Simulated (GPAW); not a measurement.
LiH: relaxation of cell and atoms with PBEsol

LiH:

```xyz
2
Lattice="0.0000 2.0368 2.0368 2.0368 0.0000 2.0368 2.0368 2.0368 0.0000" Properties=species:S:1:pos:R:3 pbc="T T T"
Li    0.0000    0.0000    0.0000
H     2.0368    2.0368    2.0368
```

```json
{
  "Program": "GPAW 26.7.0",
  "Task": "relaxation of cell and atoms",
  "Functional": "PBEsol",
  "Potentials or basis": "PAW data sets generated in the run's folder for this functional",
  "Cutoff": "800 eV",
  "Basis": "pw",
  "k mesh": "11 × 11 × 11",
  "Occupations": "fermi-dirac, width 0.05 eV",
  "Spin": "no spin polarisation",
  "Target pressure": "2 GPa",
  "Maxiter": "150",
  "Optimizer": "BFGS",
  "Fmax": "0.02 eV/Å",
  "Max steps": "60",
  "Convergence": "density=1e-05 forces=0.0001"
}
```

- Relaxed volume: 7.47 Å³/atom
- Relaxed cell: a = 2.765 Å, b = 2.765 Å, c = 2.765 Å, α = 60.00°, β = 60.00°, γ = 60.00°
- Space group after relaxing (to 0.05 Å): Fm-3m (No. 225)
- Energy change on relaxing (the enthalpy is what falls): -0.5 meV/atom
- Ionic steps: 3
- Pressure after relaxing: 2.4 GPa
- Band gap on the k mesh: 2.89 eV, direct

The path:
```csv
step,energy change (eV),largest force (eV/Å),pressure (GPa),volume (Å³)
1,0.0000,0.0000,-2.16,16.90
2,-0.0010,0.0000,-2.02,16.82
3,-0.0010,0.0000,2.36,14.95
```

Final structure:
```
Li H
1.0
     0.00000    1.95513    1.95513
     1.95513    0.00000    1.95513
     1.95513    1.95513    0.00000
Li H
1 1
Cartesian
  0.0000 0.0000 0.0000
  1.9551 1.9551 1.9551
```

Levels at points of the mesh, in eV from the valence-band top:
| k point | band 1 | band 2 | band 3 | band 4 |
| --- | --- | --- | --- | --- |
| (0.00, 0.00, 0.00) | -5.79 | 17.13 | 18.61 | 18.61 |

Wall time 16 s on 1 thread of Arm Neoverse V2, with other jobs on the host, peak memory 0.16 GiB.

Caveat: the data sets keep Ga 3d, Li 1s and Be 1s frozen, and some such compounds lay over 1.5 % in volume off other programs; later steps reuse the first step's grids; an odd mesh through Γ misses points on the zone boundary, where band edges often lie. Expect the measured gap to be larger: semilocal functionals such as PBEsol lack the derivative discontinuity.
